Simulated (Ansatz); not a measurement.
# C2H2Cl2 (trans-1,2-dichloroethylene): the vertical ionisation energy from total energies

C2H2Cl2 has 6 atoms, charge 0, and is taken as a singlet. As SMILES, `Cl/C=C/Cl`. Geometry: relaxed at PBE0-D4/def2-TZVP.

```xyz
6

Cl    1.7263   -0.2677    1.2301
C     0.6135   -0.2351   -0.0730
C    -0.6135    0.2351    0.0730
Cl   -1.7263    0.2677   -1.2301
H     0.9941   -0.6250   -1.0074
H    -0.9940    0.6250    1.0074
```

Both states at this one shape; open shells run unrestricted unless said. 1 Eh = 27.2114 eV.

```tsv
level	program	singlet C2H2Cl2 (Eh)	doublet [C2H2Cl2]+ (Eh)	HOMO of the first (eV)
HF/def2-SVPD	Ansatz	-995.530901	-995.199851	-10.07
BHLYP/def2-SVPD	Ansatz	-997.401915	-997.046674	-8.49
```

Work out the vertical ionisation energy at each level.


1. HF/def2-SVPD: -995.199851 − (-995.530901) = 0.331050 Eh = 9.01 eV; −ε(HOMO) = 10.07 eV.
2. BHLYP/def2-SVPD: -997.046674 − (-997.401915) = 0.355241 Eh = 9.67 eV; −ε(HOMO) = 8.49 eV.

No measured value is set beside it here; the levels span 9.01 to 9.67 eV. In Hartree–Fock, −ε(HOMO) (Koopmans) exceeds the difference of totals by the orbital relaxation of the ion. Hartree–Fock favours the state with fewer electron pairs, since it lacks pair correlation.
